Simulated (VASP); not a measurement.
# Hf (P6/mmm) in VASP: notebook

Runs on Hf. Level: PBEsol. Tasks: relaxation of cell and atoms.

All numbers are computed with VASP 6.6.1; they aren't measurements. Logs are shortened: lines on timing, memory, paths and dates and some standing lists are left out, and cuts for length are marked.

## (1) Starting point

It takes space group P6/mmm (No. 191, hexagonal). The conventional cell has a = 4.377 Å, b = 4.377 Å, c = 2.720 Å, α = 90.00°, β = 90.00°, γ = 120.00°. Around Hf (site symmetry -6m2) lie 11 Hf at 2.53 to 2.87 Å. Hf (site symmetry 6/mmm) has 14 Hf at 2.72 to 2.87 Å as nearest neighbours.

This isn't the form of Hf at room conditions, which is hcp.

## (2) Relaxation of cell and atoms, PBEsol, target pressure 75 GPa, at which the enthalpy is minimised

INCAR reads:

```
PREC     = Accurate       # precision mode
ENCUT    = 520            # plane-wave cutoff, eV
EDIFF    = 1E-7           # SCF threshold, eV
ISMEAR   = 0              # smearing method
SIGMA    = 0.1            # smearing width, eV
LREAL    = False          # projectors in reciprocal space
LASPH    = True           # aspherical terms in the spheres
NELM     = 80             # most SCF steps
ALGO     = Fast           # electronic algorithm
ISIF     = 3              # what is computed and relaxed
LWAVE    = False          # write WAVECAR
LCHARG   = False          # write CHGCAR
GGA      = PS             # functional
IBRION   = 2              # ionic algorithm
NSW      = 80             # ionic steps
EDIFFG   = -0.002         # ionic threshold
PSTRESS  = 750.0        
KPAR     = 4
```

KPOINTS reads:

```
Automatic mesh
0
Gamma
  6 6 8
```

POSCAR reads:

```
Hf                                      
1.0
    4.3773786266     -0.0000000000      0.0000000000
   -2.1886893133      3.7909211074     -0.0000000000
   -0.0000000000     -0.0000000000      2.7197585502
  Hf            
     3
Direct
     0.6666666699999979    0.3333333300000021    0.5000000000000000
     0.3333333300000021    0.6666666699999979    0.5000000000000000
     1.0000000000000000    0.0000000000000000    0.0000000000000000
```

Potentials or basis: VASP PAW PBE potentials, release 64 (Hf_pv).

Started as:

```
> cat potpaw_PBE.64/Hf_pv/POTCAR > POTCAR
> mpirun -np 4 vasp_std > vasp.out
```

OUTCAR:

```text
PREC = Accurate
   ENCUT = 520
   EDIFF = 1E-7
   ISMEAR = 0
   LREAL = False
   LASPH = True
   NELM = 80
   ISIF = 3
   GGA = PS
   IBRION = 2
   NSW = 80
   EDIFFG = -0.002
   PSTRESS = 750.0

 ion  position               nearest neighbor table
   1  0.667  0.333  0.500-   2 2.53   2 2.53   2 2.53   3 2.87   3 2.87   3 2.87   3 2.87   3 2.87
                             3 2.87   2 3.71   2 3.71   2 3.71   2 3.71   2 3.71   2 3.71
   2  0.333  0.667  0.500-   1 2.53   1 2.53   1 2.53   3 2.87   3 2.87   3 2.87   3 2.87   3 2.87
                             3 2.87   1 3.71   1 3.71   1 3.71   1 3.71   1 3.71   1 3.71
   3  0.000  0.000  0.000-   1 2.87   2 2.87   1 2.87   2 2.87   1 2.87   1 2.87   2 2.87   2 2.87
                             1 2.87   1 2.87   2 2.87   2 2.87

  LATTYP: Found a hexagonal cell.
 ALAT       =     4.3773786266
 C/A-ratio  =     0.6213212935

  Lattice vectors:

 A1 = (   4.3773786266,   0.0000000000,   0.0000000000)
 A2 = (  -2.1886893133,   3.7909211074,   0.0000000000)
 A3 = (   0.0000000000,   0.0000000000,   2.7197585502)

Analysis of symmetry for initial positions (statically):
=====================================================================
 Subroutine PRICEL returns:
 Original cell was already a primitive cell.

 Routine SETGRP: Setting up the symmetry group for a
 hexagonal supercell.

 Subroutine GETGRP returns: Found 24 space group operations
 (whereof 24 operations were pure point group operations)
 out of a pool of 24 trial point group operations.

The static configuration has the point symmetry D_6h.

Analysis of symmetry for dynamics (positions and initial velocities):
=====================================================================
 Subroutine PRICEL returns:
 Original cell was already a primitive cell.

 Routine SETGRP: Setting up the symmetry group for a
 hexagonal supercell.

 Subroutine GETGRP returns: Found 24 space group operations
 (whereof 24 operations were pure point group operations)
 out of a pool of 24 trial point group operations.

The dynamic configuration has the point symmetry D_6h.

 Subroutine INISYM returns: Found 24 space group operations
 (whereof 24 operations are pure point group operations),
 and found     1 'primitive' translations

----------------------------------------------------------------------------------------

                                     Primitive cell

  volume of cell :      45.1325

  direct lattice vectors                    reciprocal lattice vectors
     4.377378627  0.000000000  0.000000000     0.228447225  0.131894066  0.000000000
    -2.188689313  3.790921107  0.000000000     0.000000000  0.263788133  0.000000000
     0.000000000  0.000000000  2.719758550     0.000000000  0.000000000  0.367679697

  length of vectors
     4.377378627  4.377378639  2.719758550     0.263788133  0.263788133  0.367679697

  position of ions in fractional coordinates (direct lattice)
     0.666666670  0.333333330  0.500000000
     0.333333330  0.666666670  0.500000000
     0.000000000  0.000000000  0.000000000

  ion indices of the primitive-cell ions
   primitive index   ion index
                 1           1
                 2           2
                 3           3

----------------------------------------------------------------------------------------

 KPOINTS: Automatic mesh

Automatic generation of k-mesh.
 Grid dimensions read from file:
 generate k-points for:    6    6    8

 Generating k-lattice:

  Cartesian coordinates                     Fractional coordinates (reciprocal lattice)
     0.038074537  0.021982344  0.000000000     0.166666667  0.000000000  0.000000000
     0.000000000  0.043964689  0.000000000     0.000000000  0.166666667  0.000000000
     0.000000000  0.000000000  0.045959962     0.000000000  0.000000000  0.125000000

  Length of vectors
     0.043964689  0.043964689  0.045959962

  Shift w.r.t. Gamma in fractional coordinates (k-lattice)
     0.000000000  0.000000000  0.000000000

 Subroutine IBZKPT returns following result:
 ===========================================

 Found     35 irreducible k-points:

 Following reciprocal coordinates:
            Coordinates               Weight
  0.000000  0.000000  0.000000      1.000000
  0.166667  0.000000  0.000000      6.000000
  0.333333  0.000000  0.000000      6.000000
  0.500000 -0.000000  0.000000      3.000000
  0.166667  0.166667  0.000000      6.000000
  0.333333  0.166667  0.000000     12.000000
[... 16 lines left out ...]
  0.166667  0.000000  0.375000     12.000000
  0.333333  0.000000  0.375000     12.000000
 [... further k-points ...]
   k-points           NKPTS =     35   k-points in BZ     NKDIM =     35   number of bands    NBANDS=     19
   number of dos      NEDOS =    301   number of ions     NIONS =      3
   total plane-waves  NPLWV =  25920
   dimension x,y,z NGX =    36 NGY =   36 NGZ =   20
   dimension x,y,z NGXF=    72 NGYF=   72 NGZF=   40
   ions per type =               3
   NGX,Y,Z   is equivalent  to a cutoff of  13.67, 13.67, 12.23 a.u.
   NGXF,Y,Z  is equivalent  to a cutoff of  27.34, 27.34, 24.45 a.u.
 SYSTEM =  unknown system
   PREC   = accura    normal or accurate (medium, high low for compatibility)
   ISTART =      0    job   : 0-new  1-cont  2-samecut
   ICHARG =      2    charge: 1-file 2-atom 10-const
   ISPIN  =      1    spin polarized calculation?
   LNONCOLLINEAR =      F non collinear calculations
   LSORBIT =      F    spin-orbit coupling
   LASPH  =      T    aspherical Exc in radial PAW
   ENCUT  =  520.0 eV  38.22 Ry    6.18 a.u.   8.14  8.14  5.06*2*pi/ulx,y,z
   NELM   =     80;   NELMIN=  2; NELMDL= -5     # of ELM steps
   EDIFF  = 0.1E-06   stopping-criterion for ELM
   LREAL  =      F    real-space projection
   EDIFFG = -.2E-02   stopping-criterion for IOM
   NSW    =     80    number of steps for IOM
   IBRION =      2    ionic relax: 0-MD 1-quasi-New 2-CG
   NFREE  =      1    steps in history (QN), initial steepest desc. (CG)
   ISIF   =      3    stress and relaxation
   ISYM   =      2    0-nonsym 1-usesym 2-fastsym
   POTIM  = 0.5000    time-step for ionic-motion
   TEBEG  =    0.0;   TEEND  =   0.0 temperature during run
   PSTRESS=  750.0 pullay stress
   NELECT =      30.0000    total number of electrons
   NUPDOWN=      -1.0000    fix difference up-down
   EMIN   =  10.00;   EMAX   =-10.00  energy-range for DOS
   EFERMI =   0.00;   METHOD = LEGACY
   ISMEAR =     0;   SIGMA  =   0.10  broadening in eV -4-tet -1-fermi 0-gaus
   EFERMI_NEDOS =   21; number of points for ismear=-14 and -15
   IALGO  =     68    algorithm
   IMIX   =      4    mixing-type and parameters
     AMIX     =   0.40;   BMIX     =  1.00
     AMIX_MAG =   1.60;   BMIX_MAG =  1.00
  volume/ion in A,a.u.               =      15.04       101.52
  Fermi-wavevector in a.u.,A,eV,Ry     =   1.428737  2.699921 27.773414  2.041288
  Thomas-Fermi vector in A             =   2.548766
   LORBIT       =      0    0 simple, 1 ext, 2 COOP (PROOUT), +10 PAW based schemes
   GGA     = PS    functional components
   LHFCALC =     F    Hartree Fock is set to
   AEXX    =    0.0000 exact exchange contribution
   IVDW    =     0    specifies the selected vdW correction
   LEPSILON=     F    determine dielectric tensor
   LRPA    =     F    only Hartree local field effects (RPA)
 conjugate gradient relaxation of ions
 non-spin polarized calculation
 RMM-DIIS sequential band-by-band and
 Gauss-broadening in eV      SIGMA  =   0.10
  energy-cutoff  :      520.00
  volume of cell :       45.13
 maximum number of plane-waves:      1242
 NGX is ok and might be reduce to    36
   NGX = 17   NGY = 17   NGZ = 11

 number of electron      30.0000010 magnetization

 Free energy of the ion-electron system (eV)
  ---------------------------------------------------
  ext. energy  EPLUGINS =         0.00000000
  ---------------------------------------------------
  free energy    TOTEN  =       -28.01860944 eV

  energy without entropy =      -28.00089837  energy(sigma->0) =      -28.00975390

 E-fermi :   7.5868     XC(G=0): -13.3447

 val. band max:        7.5865853703   @ k =   0.3333   0.1667   0.2500
 cond. band min:       7.6690382404   @ k =   0.3333   0.1667   0.3750
 fundamental gap:      0.0824528701
 Fermi energy:         7.5868470697

 k-point     1 :       0.0000    0.0000    0.0000
  band No.  band energies     occupation
      1     -23.1709      2.00000
      2     -23.1709      2.00000
      3     -22.6627      2.00000
      4     -22.6627      2.00000
      5     -21.6193      2.00000
      6     -20.9389      2.00000
[... 11 lines left out ...]
     18      10.2895      0.00000
     19      10.2948      0.00000

 k-point     2 :       0.1667    0.0000    0.0000
  band No.  band energies     occupation
      1     -23.4243      2.00000
      2     -23.2872      2.00000
      3     -22.3500      2.00000
      4     -22.2892      2.00000
      5     -21.5660      2.00000
      6     -21.0603      2.00000
[... 11 lines left out ...]
     18       9.8088      0.00000
     19      10.1849      0.00000

 k-point     3 :       0.3333    0.0000    0.0000
  band No.  band energies     occupation
      1     -23.6985      2.00000
      2     -23.1599      2.00000
      3     -21.9781      2.00000
      4     -21.9283      2.00000
      5     -21.5417      2.00000
      6     -21.4238      2.00000
[... 11 lines left out ...]
     18       9.4986      0.00000
     19      10.4300      0.00000

 k-point     4 :       0.5000   -0.0000    0.0000
  band No.  band energies     occupation
      1     -23.7993      2.00000
      2     -22.7603      2.00000
      3     -22.5120      2.00000
      4     -21.7244      2.00000
      5     -21.4196      2.00000
      6     -21.2719      2.00000
[... 407 lines left out ...]
     18      10.7308      0.00000
     19      10.7308      0.00000

 k-point    23 :       0.1667    0.0000    0.3750
  band No.  band energies     occupation
      1     -23.0907      2.00000
      2     -23.0260      2.00000
      3     -22.8938      2.00000
      4     -22.6824      2.00000
      5     -22.2720      2.00000
      6     -22.0817      2.00000
[... 11 lines left out ...]
     18      10.5259      0.00000
     19      10.6461      0.00000

 k-point    24 :       0.3333    0.0000    0.3750
  band No.  band energies     occupation
      1     -23.2327      2.00000
      2     -23.1656      2.00000
      3     -23.0295      2.00000
      4     -22.4354      2.00000
      5     -22.2981      2.00000
      6     -21.9910      2.00000
[... 11 lines left out ...]
     18      10.3221      0.00000
     19      10.5037      0.00000

 [... further k-points ...]
[... 5 lines left out ...]
  --------------------------------------------------------------------------------------
  -------------------------------------------------------------------------------------
  Total       21.1274817     21.1274819     21.1269198      0.0000000     -0.0000000      0.0000000
  in kB      750.0135457    750.0135516    749.9935968      0.0000000     -0.0000000      0.0000000
  external PRESSURE =       0.0068980 kB  Pullay stress =     750.0000000 kB

 VOLUME and BASIS-vectors are now :
 -----------------------------------------------------------------------------
  energy-cutoff  :      520.00
  volume of cell :       45.13
      direct lattice vectors                 reciprocal lattice vectors
     4.377378627  0.000000000  0.000000000     0.228447225  0.131894066  0.000000000
    -2.188689313  3.790921107  0.000000000     0.000000000  0.263788133  0.000000000
     0.000000000  0.000000000  2.719758550     0.000000000  0.000000000  0.367679697

 POSITION                                       TOTAL-FORCE (eV/Angst)
 -----------------------------------------------------------------------------------
      2.18869      1.26364      1.35988        -0.000000     -0.000000      0.000000
     -0.00000      2.52728      1.35988         0.000000      0.000000     -0.000000
      0.00000      0.00000      0.00000         0.000000      0.000000      0.000000
 -----------------------------------------------------------------------------------
    total drift:                               -0.000000      0.000000      0.000000

  FREE ENERGIE OF THE ION-ELECTRON SYSTEM (eV)
  ---------------------------------------------------
  free  energy   TOTEN  =       -28.0186094411 eV

  energy  without entropy=      -28.0008983651  energy(sigma->0) =      -28.00975390

  enthalpy is  TOTEN    =        -6.8915092809 eV   P V=       21.1271001602

 reached required accuracy - stopping structural energy minimisation
```

Run time: 7.5 s. Hardware: 4 MPI ranks of AMD EPYC 9R45 (Zen 5), shared host; peak memory 0.15 GiB.

What came out:

| Item | Value |
| --- | --- |
| Free energy | -28.0186 eV |
| Pressure after relaxing | 75.0 GPa |
| Band gap on the k mesh | none (metal or under the smearing width) |

Final structure:
```
Hf
1.0
     4.37738    0.00000    0.00000
    -2.18869    3.79092    0.00000
     0.00000    0.00000    2.71976
Hf
3
Direct
  0.66667 0.33333 0.50000
  0.33333 0.66667 0.50000
  0.00000 0.00000 0.00000
```

Levels at points of the mesh, in eV from the Fermi level:
| k point | band 12 | band 13 | band 14 | band 15 | band 16 | band 17 | band 18 | band 19 |
| --- | --- | --- | --- | --- | --- | --- | --- | --- |
| (0.00, 0.00, 0.00) | -0.63 | -0.27 | -0.27 | -0.14 | -0.14 | 1.28 | 2.70 | 2.71 |
| (0.50, 0.00, 0.00) | -4.31 | -1.25 | -1.15 | -0.77 | -0.17 | 1.19 | 1.68 | 3.56 |
| (0.00, 0.00, 0.50) | -3.10 | -3.10 | -2.75 | -1.33 | 1.77 | 1.77 | 3.27 | 3.27 |
| (0.50, 0.00, 0.50) | -3.39 | -2.70 | -1.26 | -0.42 | 0.10 | 1.48 | 2.86 | 2.94 |

Caveat: the relaxation stopped at its first step, so nothing moved; the cell is relaxed towards a set pressure, so the enthalpy falls and the energy may rise; the PAW data sets were made with another functional, which shifts forces and pressure a little.

## (3) Relaxation of cell and atoms, PBEsol, target pressure 12 GPa, at which the enthalpy is minimised

This run uses another cell than the first one, of 17.72 Å³/atom, 1.178 times its volume.

Changes to INCAR since step 2:

```diff
@@ -16,3 +16,3 @@
 EDIFFG   = -0.002         # ionic threshold
-PSTRESS  = 750.0        
+PSTRESS  = 120.0        
 KPAR     = 4
```

KPOINTS is that of step 2.

POSCAR reads:

```
Hf                                      
1.0
    4.6128670359      0.0000000000      0.0000000000
   -2.3064335180      3.9948600508      0.0000000000
    0.0000000000      0.0000000000      2.8840931387
  Hf            
     3
Direct
     0.6666666699999979    0.3333333300000021    0.5000000000000000
     0.3333333300000021    0.6666666699999979    0.5000000000000000
     0.0000000000000000    0.0000000000000000    0.0000000000000000
```

Potentials or basis: VASP PAW PBE potentials, release 64 (Hf_pv).

Started as:

```
> cat potpaw_PBE.64/Hf_pv/POTCAR > POTCAR
> mpirun -np 4 vasp_std > vasp.out
```

Wall time 63 s (4 MPI ranks of AMD EPYC 9R45 (Zen 5), shared host); peak memory 0.18 GiB.

It converged, with:

```yaml
Free_energy: -31.2176 eV
Relaxed_volume: 19.52 Å³/atom
Relaxed_cell: a = 4.764 Å, b = 4.764 Å, c = 2.980 Å, α = 90.00°, β = 90.00°, γ = 120.00°
Space_group_after_relaxing_to_0.05_Å: P6/mmm (No. 191)
Energy_change_on_relaxing_the_enthalpy_is_what_falls: -230.2 meV/atom
Ionic_steps: 11
Pressure_after_relaxing: 12.0 GPa
Band_gap_on_the_k_mesh: none (metal or under the smearing width)
```

The path:
```tsv
step	energy change (eV)	largest force (eV/Å)	pressure (GPa)	volume (Å³)
1	0.0000	0.0000	30.01	53.15
2	-0.7024	0.0000	-8.88	69.99
3	-0.7137	0.0000	11.16	58.89
4	-0.6926	0.0000	11.93	58.60
5	-0.6842	0.0000	12.23	58.49
6	-0.6844	0.0000	12.22	58.49
7	-0.6844	0.0000	12.22	58.49
8	-0.6854	0.0000	12.19	58.50
9	-0.6884	0.0000	12.08	58.54
10	-0.6942	0.0000	11.87	58.62
11	-0.6905	0.0000	12.00	58.57
```

Final structure:
```cif
data_structure
_symmetry_space_group_name_H-M 'P 1'
_symmetry_Int_Tables_number 1
_cell_length_a 4.7638
_cell_length_b 4.7638
_cell_length_c 2.9803
_cell_angle_alpha 90.000
_cell_angle_beta 90.000
_cell_angle_gamma 120.000
_cell_volume 58.57
loop_
_atom_site_label
_atom_site_type_symbol
_atom_site_fract_x
_atom_site_fract_y
_atom_site_fract_z
_atom_site_occupancy
Hf1 Hf 0.66667 0.33333 0.50000 1
Hf2 Hf 0.33333 0.66667 0.50000 1
Hf3 Hf 0.00000 0.00000 0.00000 1
```

Levels at points of the mesh, in eV from the Fermi level:
| k point | band 12 | band 13 | band 14 | band 15 | band 16 | band 17 | band 18 | band 19 |
| --- | --- | --- | --- | --- | --- | --- | --- | --- |
| (0.00, 0.00, 0.00) | -0.62 | -0.59 | -0.59 | -0.55 | -0.55 | 1.21 | 2.30 | 2.30 |
| (0.50, 0.00, 0.00) | -3.96 | -0.67 | -0.62 | -0.49 | 0.09 | 0.95 | 1.53 | 1.66 |
| (0.00, 0.00, 0.50) | -3.08 | -2.26 | -2.26 | -2.12 | 1.49 | 1.49 | 2.32 | 2.32 |
| (0.50, 0.00, 0.50) | -2.40 | -1.76 | -0.96 | -0.67 | 0.47 | 1.00 | 1.16 | 1.96 |

Caveat: the cell is relaxed towards a set pressure, so the enthalpy falls and the energy may rise; the PAW data sets were made with another functional, which shifts forces and pressure a little. The run has no spin-orbit coupling, so splittings on Hf are missing.
